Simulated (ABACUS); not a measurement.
## PbS (Galena) under changes of volume

One of the cells (26.086 Å³/atom); the others are scaled copies at fixed shape and fractional positions:

```
Pb S
1.0
     0.00000    2.96575    2.96575
     2.96575    0.00000    2.96575
     2.96575    2.96575    0.00000
Pb S
1 1
Direct
  0.00000 0.00000 0.00000
  0.50000 0.50000 0.50000
```

| Property | Result |
| --- | --- |
| Program | ABACUS 3.10.1 |
| Functional | AM05 |
| Potentials or basis | SG15 ONCV 1.2 PBE |
| Cutoff | 857 eV |
| Density cutoff | 3429 eV |
| Basis | plane waves |
| k mesh | 6 × 6 × 6 |
| Occupations | fermi-dirac, width 0.05 eV |
| Spin | no spin polarisation |

```csv
volume (Å³/atom),energy over the lowest point (meV/atom),pressure (GPa),gap on the mesh (eV)
24.521,17.70,3.7,0.01
25.042,7.71,2.3,0.10
25.564,1.89,1.1,0.19
26.086,0.00,-0.1,0.27
26.607,1.78,-1.1,0.34
27.129,?,?,?
27.651,14.94,-2.9,0.47
```

**Question.** What does the run at 27.129 Å³/atom give?

**Answer.** Energy over the lowest point 6.88 meV/atom; pressure -2.1 GPa; gap on the mesh 0.41 eV.

Worked out: A Birch-Murnaghan fit of order 3 (a polynomial in V^(-2/3)) to the other rows has its minimum at 26.09 Å³/atom with B0 = V·E''(V) = 55 GPa and B' = 3.1. It gives 6.82 meV/atom at 27.129 Å³/atom, against the run's 6.88, and -dE/dV = -2.0 GPa, against -2.1.

Energies are extrapolated to zero smearing.

Caveats: the potentials were made for another functional, which shifts forces and pressure; spin-orbit coupling is left out, which as a rule narrows the gap of such compounds by several tenths of an eV.

A mesh can miss the band edges.
